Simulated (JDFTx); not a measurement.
## C under changes of volume

One of the cells (5.672 Å³/atom); the others are scaled copies at fixed shape and fractional positions:

```
C
1.0
     0.00000    1.78337    1.78337
     1.78337    0.00000    1.78337
     1.78337    1.78337    0.00000
C
2
Cartesian
  2.6751 2.6751 2.6751
  1.7834 1.7834 1.7834
```

This isn't the form of C at room conditions, which is graphite.

| Item | Value |
| --- | --- |
| Program | JDFTx 1.7.0 (patched build) |
| Functional | LDA |
| Potentials or basis | PseudoDojo-SR-LDA-0.4.1-standard with smoothed tails |
| Cutoff | 1116 eV |
| Density cutoff | 8925 eV |
| k mesh | 13 × 13 × 13 |
| Occupations | fermi-dirac, width 0.05 eV |
| Spin | no spin polarisation |

| volume (Å³/atom) | energy over the lowest point (meV/atom) | pressure (GPa) | gap on the mesh (eV) |
| --- | --- | --- | --- |
| 5.332 | 11.29 | 18.4 | 4.31 |
| 5.445 | ? | ? | ? |
| 5.558 | 0.00 | -2.2 | 4.20 |
| 5.672 | 4.62 | -11.1 | 4.15 |
| 5.785 | 15.26 | -19.2 | 4.10 |
| 5.899 | 31.37 | -26.6 | 4.06 |
| 6.012 | 52.46 | -33.3 | 4.01 |

Task: What does the run at 5.445 Å³/atom give?

Result: Energy over the lowest point 2.01 meV/atom; pressure 7.6 GPa; gap on the mesh 4.25 eV.

Worked out: A Birch-Murnaghan fit of order 3 (a polynomial in V^(-2/3)) to the other rows has its minimum at 5.53 Å³/atom with B0 = V·E''(V) = 465 GPa and B' = 3.6. It gives 2.03 meV/atom at 5.445 Å³/atom, against the run's 2.01, and -dE/dV = 7.8 GPa, against 7.6. A straight line through the other rows of the gap, of slope -2.48 eV per unit of ln V, gives 4.25 eV, against the run's 4.25.

Energies are extrapolated to zero smearing.

Caveats: an odd mesh through Γ misses points on the zone boundary, where band edges often lie; the cell as given lies far from equilibrium (some runs).
